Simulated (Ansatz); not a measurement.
SrO:

```
Sr O
1.0
     0.00000    2.56630    2.56630
     2.56630    0.00000    2.56630
     2.56630    2.56630    0.00000
Sr O
1 1
Cartesian
  2.5663 2.5663 2.5663
  0.0000 0.0000 0.0000
```

- Program: Ansatz 0.2.0
- Task: relaxation of cell and atoms
- Functional: revPBE
- Potentials or basis: all-electron LAPW, scalar-relativistic
- Basis error allowed: 0.001 eV/atom
- k mesh: 9 × 9 × 9
- Occupations: fermi-dirac, width 0.05 eV
- Spin: no spin polarisation

At the start: volume 16.90 Å³/atom.

Q: Where does the relaxation end?

A: Over 5 steps the energy falls by 17.9 meV/atom and the volume is 17.99 Å³/atom (+6.5 %); space group Fm-3m (No. 225, to 0.05 Å).

The path:
```
step  energy change (eV)  largest force (eV/Å)  volume (Å³)
   1              0.0000                0.0000        33.80
   2             -0.0141                0.0000        37.86
   3             -0.0356                0.0000        36.18
   4             -0.0358                0.0000        35.99
   5             -0.0358                0.0000        35.99
```

Final structure:
```xyz
2
Lattice="0.0000 2.6204 2.6204 2.6204 0.0000 2.6204 2.6204 2.6204 0.0000" Properties=species:S:1:pos:R:3 pbc="T T T"
Sr    2.6204    2.6204    2.6204
O     0.0000    0.0000    0.0000
```
